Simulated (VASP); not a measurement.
Input of a VASP 6.6.1 run:

The input INCAR:

```
PREC     = Normal         # precision mode
ENCUT    = 520            # plane-wave cutoff, eV
EDIFF    = 1E-4           # SCF threshold, eV
ISMEAR   = 0              # smearing method
SIGMA    = 0.15           # smearing width, eV
LREAL    = Auto         
LASPH    = True           # aspherical terms in the spheres
NELM     = 60             # most SCF steps
ALGO     = Fast           # electronic algorithm
ISIF     = 3              # what is computed and relaxed
LWAVE    = False          # write WAVECAR
LCHARG   = False          # write CHGCAR
GGA      = PE             # functional
IBRION   = 2              # ionic algorithm
NSW      = 24             # ionic steps
EDIFFG   = -0.08          # ionic threshold
KPAR     = 2
```

The input KPOINTS:

```
Automatic mesh
0
Gamma
  3 3 2
```

POSCAR

```
HfSiO4
1.0
    2.7500000000     -4.0500000000      0.0000000000
    2.7500000000      4.0500000000      0.0000000000
    0.0000000000      0.0000000000      6.8000000000
Hf Si O
2 2 8
Direct
    0.0000000000      0.0000000000      0.5000000000
    0.0000000000      0.0000000000      0.0000000000
    0.6480000000      0.3520000000      0.7500000000
    0.3520000000      0.6480000000      0.2500000000
    0.2910000000      0.2190000000      0.7500000000
    0.7810000000      0.7090000000      0.7500000000
    0.7570000000      0.2430000000      0.9520000000
    0.7570000000      0.2430000000      0.5480000000
    0.2190000000      0.2910000000      0.2500000000
    0.7090000000      0.7810000000      0.2500000000
    0.2430000000      0.7570000000      0.0480000000
    0.2430000000      0.7570000000      0.4520000000
```

Potentials or basis: VASP PAW PBE potentials, release 64 (Hf_pv, Si, O).

Run with:

```console
$ cat potpaw_PBE.64/Hf_pv/POTCAR potpaw_PBE.64/Si/POTCAR potpaw_PBE.64/O/POTCAR > POTCAR
$ mpirun -np 2 vasp_std > vasp.out
```

Q: What does it give for the relaxed cell?

A: a = 4.925 Å, b = 4.925 Å, c = 6.694 Å, α = 90.00°, β = 90.00°, γ = 112.53°.

Q: Estimate the band gap on the k mesh.

A: 3.31 eV, indirect (least direct gap 3.52 eV).

Q: Estimate the relaxed volume.

A: 12.50 Å³/atom.

Forces on the atoms (eV/Å):
```
Hf   0.000  0.000  0.000
Hf   0.000  0.000  0.000
Si   0.000 -0.052  0.000
Si   0.000  0.052  0.000
O    0.013  0.065  0.000
O   -0.013  0.065  0.000
O    0.000 -0.040 -0.026
O    0.000 -0.040  0.026
O    0.013 -0.065  0.000
O   -0.013 -0.065  0.000
O    0.000  0.040  0.026
O    0.000  0.040 -0.026
```

Caveat: the k mesh is coarse (spacing up to 0.46 Å⁻¹), so the values aren't converged; spin-orbit coupling is left out, which moves the levels of the heavy elements; an odd mesh through Γ misses points on the zone boundary, where band edges often lie.
